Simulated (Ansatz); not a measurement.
The system is InPd.

```
CELL_PARAMETERS angstrom
3.27188 0.00000 0.00000
0.00000 3.27188 0.00000
0.00000 0.00000 3.27188
ATOMIC_POSITIONS crystal
In 0.00000 0.00000 0.00000
Pd 0.50000 0.50000 0.50000
```

The cell comes from a database or a generator and needn't be the stable form of this composition.

* Program: Ansatz 0.2.0
* Task: relaxation of cell and atoms
* Functional: LDA
* Potentials or basis: Ansatz PAW
* Cutoff: 420 eV (not typed: the program's choice for these potentials)
* k mesh: 8 × 8 × 8
* Occupations: fermi-dirac, width 0.05 eV
* Spin: no spin polarisation

At the start: volume 17.51 Å³/atom.

Q: How do energy, volume and symmetry change on relaxing?

A: It ends after 5 steps and the volume is 16.60 Å³/atom (-5.2 %); space group Pm-3m (No. 221, to 0.05 Å).

The path:
| step | energy change (eV) | largest force (eV/Å) | volume (Å³) |
| --- | --- | --- | --- |
| 1 | 0.0000 | 0.0000 | 35.03 |
| 2 | -0.0414 | 0.0000 | 33.52 |
| 3 | -0.0429 | 0.0000 | 33.17 |
| 4 | -0.0429 | 0.0000 | 33.20 |
| 5 | -0.0424 | 0.0000 | 33.20 |

Final structure:
```cif
data_structure
_symmetry_space_group_name_H-M 'P 1'
_symmetry_Int_Tables_number 1
_cell_length_a 3.2141
_cell_length_b 3.2141
_cell_length_c 3.2141
_cell_angle_alpha 90.000
_cell_angle_beta 90.000
_cell_angle_gamma 90.000
_cell_volume 33.20
loop_
_atom_site_label
_atom_site_type_symbol
_atom_site_fract_x
_atom_site_fract_y
_atom_site_fract_z
_atom_site_occupancy
In1 In 0.00000 0.00000 0.00000 1
Pd1 Pd 0.50000 0.50000 0.50000 1
```

Caveat: the plane-wave basis is chosen anew once the cell has moved, so the energies of steps on either side of that aren't comparable; the PAW data sets come from PBE, with cores solved anew for the run's functional, which leaves a small shift of forces and pressure.
